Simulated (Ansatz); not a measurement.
The system is InP.

```
In P
1.0
     0.00000    2.93050    2.93050
     2.93050    0.00000    2.93050
     2.93050    2.93050    0.00000
In P
1 1
Cartesian
  0.0000 0.0000 0.0000
  4.3957 4.3957 4.3957
```

Base run:

| Item | Value |
| --- | --- |
| Program | Ansatz 0.2.0 |
| Functional | LDA |
| Potentials or basis | all-electron LAPW, relativistic spinors |
| Cutoff | 245 eV |
| Density cutoff | 981 eV |
| Basis error allowed | 0.001 eV/atom |
| k mesh | 6 × 6 × 6 |
| Occupations | fermi-dirac, width 0.05 eV |
| Spin | spin-orbit coupling, no magnetisation |

Its results: band gap on the k mesh 0.45 eV, direct; pressure -1.3 GPa.

The run is repeated on the same cell with these changes: functional from LDA to PBE. What comes out?

Band gap on the k mesh 0.68 eV, direct; pressure 3.3 GPa.

PBE binds less tightly than LDA, so the same cell stands under more pressure.

Not every run made on this cell is shown here.
